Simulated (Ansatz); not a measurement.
## HfN (Fm-3m), tetragonal deformation path

Method: Ansatz 0.2.0, DFT PBE, scalar-relativistic, plane waves, PAW. Settings: plane waves to 420 eV, k-mesh 20×20×20 (Γ-centred), Gaussian smearing 0.15 eV. Spin–orbit coupling is left out, which can shift energies with elements as heavy as these. No spin polarisation. Energies are free energies at this smearing, counted from the undisturbed cell; pressure is positive in compression.

The starting cell (as given, not relaxed at this level; it stands at 5.4 GPa):

```
Hf N
1.0
     0.00000    2.25900    2.25900
     2.25900    0.00000    2.25900
     2.25900    2.25900    0.00000
Hf N
1 1
Direct
  0.00000 0.00000 0.00000
  0.50000 0.50000 0.50000
```

At fixed volume and fractional coordinates, lengths along (0.000, 0.000, 1.000) are scaled against those across it; ρ is that ratio over its starting value. The cell is metallic on the mesh throughout.

ρ, ΔE (meV/atom) and a bar:
```
    0.650     3604.4 ##############################
    0.707     2201.4 ##################
    0.780     1007.6 ########
    0.850      389.0 ###
    0.920       91.9 #
    0.960       20.9
    1.000        0.0
    1.050       27.3
    1.100      101.6 #
    1.200      324.7 ###
    1.300      610.2 #####
    1.414     1020.3 ########
    1.500     1394.0 ############
```